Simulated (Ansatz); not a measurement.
MnAs:

```xyz
4
Lattice="3.7100 0.0000 0.0000 -1.8550 3.2130 0.0000 0.0000 0.0000 5.6910" Properties=species:S:1:pos:R:3 pbc="T T T"
As    1.8550    1.0710    4.2683
As    0.0000    2.1420    1.4227
Mn    0.0000    0.0000    2.8455
Mn    0.0000    0.0000    0.0000
```

Base run:

| Property | Result |
| --- | --- |
| Program | Ansatz 0.2.0 |
| Functional | r2SCAN |
| Potentials or basis | Ansatz PAW |
| Cutoff | 500 eV (not typed: the program's choice for these potentials) |
| k mesh | 8 × 8 × 5 |
| Occupations | fermi-dirac, width 0.05 eV |
| Spin | collinear spin, ferromagnetic start |
| Starting moments | [0.0, 0.0, 4.0, 4.0] μB |

Its results: band gap on the k mesh none (metal or under the smearing width); pressure 1.8 GPa; net moment 7.22 μB per cell; site moments As -0.16; Mn +3.67 μB.

Task: The run is repeated on the same cell with these changes: functional from r2SCAN to PBE; cutoff from 500 eV (not typed: the program's choice for these potentials) to 420 eV (not typed: the program's choice for these potentials); occupations from fermi-dirac, width 0.05 eV to gaussian, width 0.012 eV. What comes out?

Result: Band gap on the k mesh none (metal or under the smearing width); pressure -3.4 GPa; net moment 6.30 μB per cell; site moments As -0.12; Mn +3.16 μB.

Caveats: only a ferromagnetic start was run, and an antiferromagnetic order may lie lower in energy; the magnetic or orbital state may not be the lowest (some runs); the PAW data sets come from PBE, with cores solved anew for the run's functional, which leaves a small shift of forces and pressure (some runs).
